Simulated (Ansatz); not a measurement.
# FeCo: do energies and stresses tell the same story?

Theory: Ansatz 0.2.0, DFT r2SCAN, scalar-relativistic, plane waves, PAW.

Plane waves to 500 eV, a k mesh through Γ of 14×14×14 on the computed 2-atom cell and Gaussian smearing (0.10 eV); collinear spin from starting moments 3.41 2.16 μB.

Relaxed cell: Pm-3m, a = 2.838 Å, b = 2.838 Å, c = 2.838 Å, α = 90.00°, β = 90.00°, γ = 90.00°, 2 atoms in the primitive cell. Whether it is the stable form of this composition wasn't checked.

Energies at zero smearing and pressures from the stress tensor, at volumes with shape and atoms relaxed:
```csv
V (Å³/atom),E − E(first) (meV/atom),P (GPa)
10.746,0.00,14.25
11.089,-22.17,6.55
11.432,-28.95,0.03
11.775,-23.04,-5.47
12.118,-6.24,-10.19
```

Check P = −dE/dV between neighbouring volumes, and get the bulk modulus from the pressures alone.

With 1 eV/Å³ = 160.2 GPa:
```
middle V (Å³/atom)  −ΔE/ΔV (GPa) mean P (GPa)
            10.918        10.358        10.401
            11.261         3.165         3.290
            11.604        -2.763        -2.722
            11.947        -7.844        -7.830
```

The two differ by 0.12 GPa at most. The mean of two end pressures misses the average over a step by about ΔV² P″/12, up to 0.10 GPa here; with that taken off 0.06 GPa remains. The stress is the derivative of the free energy, not of the energy at zero smearing, and with free energies 0.01 GPa remains. Around V = 11.432 Å³/atom, the two neighbours give B = −V ΔP/ΔV = 11.432 × 12.02 / 0.686 = 200.4 GPa, against B0 = 199.2 GPa from the Birch–Murnaghan fit of the energies.

The state reached may not be the lowest one. Only parallel moments were tried here.

Only this magnetic start was tried.

Cost: 6 runs of about 6.7 core-minutes in all, on Intel Xeon Platinum 8259CL (Skylake/Cascade Lake) (shared hosts).